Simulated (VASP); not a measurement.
Crystal: BN.

```
B N
1.0
     0.00000    1.80334    1.80334
     1.80334    0.00000    1.80334
     1.80334    1.80334    0.00000
B N
1 1
Direct
  0.00000 0.00000 0.00000
  0.25000 0.25000 0.25000
```

The cell is a database's computed one.

Base run:

| Item | Value |
| --- | --- |
| Program | VASP 6.6.1 |
| Functional | PBEsol |
| Potentials or basis | VASP PAW PBE potentials, release 64 (B, N) |
| Cutoff | 520 eV |
| k mesh | 12 × 12 × 12 |
| Occupations | gaussian, width 0.5 eV |
| Spin | no spin polarisation |

Its results: band gap on the k mesh 4.28 eV, indirect (least direct gap 8.79 eV); pressure 0.3 GPa.

Question: The run is repeated on the same cell with these changes: functional from PBEsol to r2SCAN; occupations from gaussian, width 0.5 eV to gaussian, width 0.02 eV. What comes out?

Answer: Band gap on the k mesh 4.98 eV, indirect (least direct gap 9.56 eV); pressure 2.1 GPa.

Caveats: the PAW data sets were made with another functional, which shifts forces and pressure a little.

A k mesh can miss the band edges.

Not every run made on this cell is shown here.
